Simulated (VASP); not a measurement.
# HfN (F-43m) in VASP: a series of runs, part 2 of 2

VASP 6.6.1. The steps go on from the part before.

### Step 5. Single point, PBEsol

INCAR

```
SYSTEM = HfN
PREC = Accurate ; ENCUT = 460
EDIFF = 1E-7 ; ISMEAR = 0
SIGMA = 0.01 ; LREAL = .False.
LASPH = .True. ; NELM = 100
ALGO = Normal ; ISIF = 2
LWAVE = .False. ; LCHARG = .False.
GGA = PS ; ADDGRID = .False.
```

KPOINTS

```
Automatic mesh
0
Gamma
  5 5 5
  0 0 0
```

POSCAR

```
HfN
1.0
    0.0000000000      2.4548220000      2.4548220000
    2.4548220000      0.0000000000      2.4548220000
    2.4548220000      2.4548220000      0.0000000000
Hf N
1 1
Direct
    0.0000000000      0.0000000000      0.0000000000
    0.2500000000      0.2500000000      0.2500000000
```

Potentials or basis: VASP PAW PBE potentials, release 64 (Hf_pv, N).

The run is started by

```bash
cat potpaw_PBE.64/Hf_pv/POTCAR potpaw_PBE.64/N/POTCAR > POTCAR
mpirun -np 1 vasp_std > vasp.out
```

OUTCAR:

```text
SYSTEM = HfN
   PREC = Accurate
   ENCUT = 460
   EDIFF = 1E-7
   ISMEAR = 0
   LREAL = .False.
   LASPH = .True.
   NELM = 100
   ISIF = 2
   GGA = PS

 Found     10 irreducible k-points:

 Following reciprocal coordinates:
            Coordinates               Weight
  0.000000  0.000000  0.000000      1.000000
  0.200000  0.000000  0.000000      8.000000
  0.400000  0.000000  0.000000      8.000000
  0.200000  0.200000  0.000000      6.000000
  0.400000  0.200000  0.000000     24.000000
 -0.400000  0.200000  0.000000     24.000000
   k-points           NKPTS =     10   k-points in BZ     NKDIM =     10   number of bands    NBANDS=     11
   number of dos      NEDOS =    301   number of ions     NIONS =      2
   total plane-waves  NPLWV =  13824
   dimension x,y,z NGX =    24 NGY =   24 NGZ =   24
   dimension x,y,z NGXF=    48 NGYF=   48 NGZF=   48
   ions per type =               1   1
   NGX,Y,Z   is equivalent  to a cutoff of  11.49, 11.49, 11.49 a.u.
   NGXF,Y,Z  is equivalent  to a cutoff of  22.99, 22.99, 22.99 a.u.
 SYSTEM =  HfN
   PREC   = accura    normal or accurate (medium, high low for compatibility)
   ISTART =      0    job   : 0-new  1-cont  2-samecut
   ICHARG =      2    charge: 1-file 2-atom 10-const
   ISPIN  =      1    spin polarized calculation?
   LNONCOLLINEAR =      F non collinear calculations
   LSORBIT =      F    spin-orbit coupling
   LASPH  =      T    aspherical Exc in radial PAW
   ENCUT  =  460.0 eV  33.81 Ry    5.81 a.u.   6.07  6.07  6.07*2*pi/ulx,y,z
   NELM   =    100;   NELMIN=  2; NELMDL= -5     # of ELM steps
   EDIFF  = 0.1E-06   stopping-criterion for ELM
   LREAL  =      F    real-space projection
   EDIFFG = 0.1E-05   stopping-criterion for IOM
   NSW    =      0    number of steps for IOM
   IBRION =     -1    ionic relax: 0-MD 1-quasi-New 2-CG
   NFREE  =      0    steps in history (QN), initial steepest desc. (CG)
   ISIF   =      2    stress and relaxation
   ISYM   =      2    0-nonsym 1-usesym 2-fastsym
   POTIM  = 0.5000    time-step for ionic-motion
   TEBEG  =    0.0;   TEEND  =   0.0 temperature during run
   PSTRESS=    0.0 pullay stress
   NELECT =      15.0000    total number of electrons
   NUPDOWN=      -1.0000    fix difference up-down
   EMIN   =  10.00;   EMAX   =-10.00  energy-range for DOS
   EFERMI =   0.00;   METHOD = LEGACY
   ISMEAR =     0;   SIGMA  =   0.01  broadening in eV -4-tet -1-fermi 0-gaus
   EFERMI_NEDOS =   21; number of points for ismear=-14 and -15
   IALGO  =     38    algorithm
   IMIX   =      4    mixing-type and parameters
     AMIX     =   0.40;   BMIX     =  1.00
     AMIX_MAG =   1.60;   BMIX_MAG =  1.00
  volume/ion in A,a.u.               =      14.79        99.83
  Fermi-wavevector in a.u.,A,eV,Ry     =   1.305395  2.466839 23.185087  1.704056
  Thomas-Fermi vector in A             =   2.436267
   LORBIT       =      0    0 simple, 1 ext, 2 COOP (PROOUT), +10 PAW based schemes
   GGA     = PS    functional components
   LHFCALC =     F    Hartree Fock is set to
   AEXX    =    0.0000 exact exchange contribution
   IVDW    =     0    specifies the selected vdW correction
   LEPSILON=     F    determine dielectric tensor
   LRPA    =     F    only Hartree local field effects (RPA)
 non-spin polarized calculation
 Gauss-broadening in eV      SIGMA  =   0.01
  energy-cutoff  :      460.00
  volume of cell :       29.59
 maximum number of plane-waves:       678
   NGX = 13   NGY = 13   NGZ = 13

 number of electron      14.9999996 magnetization

 Free energy of the ion-electron system (eV)
  ---------------------------------------------------
  ext. energy  EPLUGINS =         0.00000000
  ---------------------------------------------------
  free energy    TOTEN  =       -22.18358223 eV

  energy without entropy =      -22.18285139  energy(sigma->0) =      -22.18321681

 E-fermi :   5.6599     XC(G=0): -11.3973

 val. band max:        5.6536573520   @ k =   0.4000   0.2000   0.0000
 cond. band min:       5.7970839602   @ k =  -0.4000   0.2000   0.0000
 fundamental gap:      0.1434266082
 Fermi energy:         5.6599304254

 k-point     1 :       0.0000    0.0000    0.0000
  band No.  band energies     occupation
      1     -25.4424      2.00000
      2     -25.4424      2.00000
      3     -25.4424      2.00000
      4     -10.5085      2.00000
      5       0.1419      2.00000
      6       0.1419      2.00000
      7       0.1419      2.00000
      8       4.8641      2.00000
      9       7.8087      0.00000
     10       7.8087      0.00000
     11      12.1877      0.00000
[... 57 lines left out ...]
 k-point     6 :      -0.4000    0.2000    0.0000
  band No.  band energies     occupation
      1     -25.8634      2.00000
      2     -25.6183      2.00000
      3     -25.5273      2.00000
      4      -9.2362      2.00000
      5       0.0236      2.00000
      6       0.5031      2.00000
      7       1.0769      2.00000
      8       5.7971      0.00000
      9       7.7044      0.00000
     10       8.1020      0.00000
     11      11.3891      0.00000

 [... further k-points ...]
[... 5 lines left out ...]
  --------------------------------------------------------------------------------------
  -------------------------------------------------------------------------------------
  Total       -1.1198669     -1.1198669     -1.1198669      0.0000000      0.0000000      0.0000000
  in kB      -60.6438820    -60.6438820    -60.6438820      0.0000000      0.0000000      0.0000000
  external PRESSURE =     -60.6438820 kB  Pullay stress =       0.0000000 kB

 VOLUME and BASIS-vectors are now :
 -----------------------------------------------------------------------------
  energy-cutoff  :      460.00
  volume of cell :       29.59
      direct lattice vectors                 reciprocal lattice vectors
     0.000000000  2.454822000  2.454822000    -0.203680756  0.203680756  0.203680756
     2.454822000  0.000000000  2.454822000     0.203680756 -0.203680756  0.203680756
     2.454822000  2.454822000  0.000000000     0.203680756  0.203680756 -0.203680756

 POSITION                                       TOTAL-FORCE (eV/Angst)
 -----------------------------------------------------------------------------------
      0.00000      0.00000      0.00000         0.000000     -0.000000      0.000000
      1.22741      1.22741      1.22741        -0.000000      0.000000     -0.000000
 -----------------------------------------------------------------------------------
    total drift:                                0.000000      0.000000      0.000000

  FREE ENERGIE OF THE ION-ELECTRON SYSTEM (eV)
  ---------------------------------------------------
  free  energy   TOTEN  =       -22.1835822340 eV

  energy  without entropy=      -22.1828513893  energy(sigma->0) =      -22.18321681
```

OSZICAR:

```text
N       E                     dE             d eps       ncg     rms          rms(c)
DAV:   1     0.392759743693E+02    0.39276E+02   -0.73905E+03   220   0.113E+03
DAV:   2    -0.224636357855E+02   -0.61740E+02   -0.58024E+02   291   0.237E+02
DAV:   3    -0.254753188239E+02   -0.30117E+01   -0.29782E+01   277   0.439E+01
DAV:   4    -0.255027752702E+02   -0.27456E-01   -0.27436E-01   253   0.497E+00
DAV:   5    -0.255033329640E+02   -0.55769E-03   -0.55764E-03   317   0.564E-01    0.544E+01
DAV:   6    -0.223504468494E+02    0.31529E+01   -0.20730E+01   244   0.298E+01    0.407E+01
DAV:   7    -0.222084545323E+02    0.14199E+00   -0.11520E+00   244   0.906E+00    0.247E+01
DAV:   8    -0.221919154839E+02    0.16539E-01   -0.92340E-02   259   0.318E+00    0.501E+00
DAV:   9    -0.221838870112E+02    0.80285E-02   -0.42049E-02   238   0.140E+00    0.140E+00
DAV:  10    -0.221835950949E+02    0.29192E-03   -0.26087E-03   284   0.467E-01    0.309E-01
DAV:  11    -0.221835876156E+02    0.74793E-05   -0.81358E-05   262   0.101E-01    0.126E-01
DAV:  12    -0.221835825167E+02    0.50989E-05   -0.37556E-05   268   0.504E-02    0.348E-02
DAV:  13    -0.221835822338E+02    0.28288E-06   -0.19722E-06   259   0.138E-02    0.180E-02
DAV:  14    -0.221835822340E+02   -0.15780E-09   -0.23452E-07   235   0.430E-03
   1 F= -.22183582E+02 E0= -.22183217E+02  d E =-.730845E-03
```

Run time: 3.3 s. Hardware: 1 thread of Intel Xeon 6975P-C (Granite Rapids), shared host; peak memory 0.13 GiB.

The run converged, but some of its settings lie outside the range that counts as converged, so its numbers aren't taken as properties of the crystal.

Results:

```
Free energy            : -22.1836 eV
Pressure               : -6.1 GPa
Band gap on the k mesh : none (metal or under the smearing width)
```

Caveat: the k mesh is coarse (spacing up to 0.44 Å⁻¹), so the values aren't converged; the cutoff is under 1.25 times the usual one of these potentials, so pressure, stress and relaxed cells hold a basis-set (Pulay) error; the PAW data sets were made with another functional, which shifts forces and pressure a little.

### Step 6. The reference run

An earlier run on the cell as given: functional PBEsol; potentials or basis VASP PAW PBE potentials, release 64 (Hf_pv, N); cutoff 520 eV; k mesh 9 × 9 × 9; occupations fermi-dirac, width 0.05 eV; no spin polarisation.

- Pressure: -5.9 GPa
- Band gap on the k mesh: none (metal or under the smearing width)
